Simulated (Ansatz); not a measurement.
Cr (fcc type), DFT, PBE, PAW with Ansatz's default frozen-core files, scalar-relativistic (Ansatz 0.2.0), on 1 thread of Intel(R) Xeon(R) 6975P-C (Granite Rapids) (shared host).

Command: `ansatz run input.yaml --threads 1 --pin off --max-ram 3072MiB --backend cpu --events-out ev --progress --plain --runs-dir out`

```yaml
crystal:
  lattice:
    - [0.0, 1.4383124924, 1.4383124924]
    - [1.4383124924, 0.0, 1.4383124924]
    - [1.4383124924, 1.4383124924, 0.0]
  atoms:
    - { symbol: Cr, position: [0.0, 0.0, 0.0], spin: 2.0 }
magnetization:
  spin_polarized: true
kpoints:
  mp_grid: { grid: [18, 18, 18] }
scf:
  occupations: { method: fermi_dirac, width: 0.1 }
hamiltonian:
  xc: pbe
  pseudopotentials: { kind: paw }
output:
  forces: true
  stress: true
  eigenvalues: true
  populations: true
```

(1) How large is the problem that the program sets up?

(2) About how long does it take?

Answers

(1) 195 irreducible k-points, 113 plane waves at Γ, 12 bands.

(2) 3.6 s of wall time for 10 SCF iterations. Times on shared machines scatter by tens of per cent.
